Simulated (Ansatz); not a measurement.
CsPbBr3:

```
CELL_PARAMETERS angstrom
5.87000 0.00000 0.00000
0.00000 5.87000 0.00000
0.00000 0.00000 5.87000
ATOMIC_POSITIONS crystal
Pb 0.50000 0.50000 0.50000
Cs 0.00000 0.00000 0.00000
Br 0.50000 0.50000 0.00000
Br 0.50000 0.00000 0.50000
Br 0.00000 0.50000 0.50000
```

Measurements of this composition are mostly on another form, of space group No. 62.

| Quantity | Value |
| --- | --- |
| Program | Ansatz 0.2.0 |
| Task | relaxation of cell and atoms |
| Functional | LDA |
| Potentials or basis | Ansatz PAW |
| Cutoff | 420 eV (not typed: the program's choice for these potentials) |
| k mesh | 5 × 5 × 5 |
| Occupations | fermi-dirac, width 0.05 eV |
| Spin | no spin polarisation |

At the start: volume 40.45 Å³/atom.

Task: Where does the relaxation end?

Result: It ends after 5 steps and the volume is 38.30 Å³/atom (-5.3 %); space group Pm-3m (No. 221, to 0.05 Å).

Step by step:
```tsv
step	energy change (eV)	largest force (eV/Å)	volume (Å³)
1	0.0000	0.0000	202.26
2	-0.0367	0.0000	195.75
3	-0.0444	0.0000	190.99
4	-0.0444	0.0000	191.48
5	-0.0433	0.0000	191.48
```

Final structure:
```
Pb Cs Br
1.0
     5.76378    0.00000    0.00000
     0.00000    5.76378    0.00000
     0.00000    0.00000    5.76378
Pb Cs Br
1 1 3
Direct
  0.50000 0.50000 0.50000
  0.00000 0.00000 0.00000
  0.50000 0.50000 0.00000
  0.50000 0.00000 0.50000
  0.00000 0.50000 0.50000
```

Caveat: the plane-wave basis is chosen anew once the cell has moved, so the energies of steps on either side of that aren't comparable; the PAW data sets come from PBE, with cores solved anew for the run's functional, which leaves a small shift of forces and pressure.
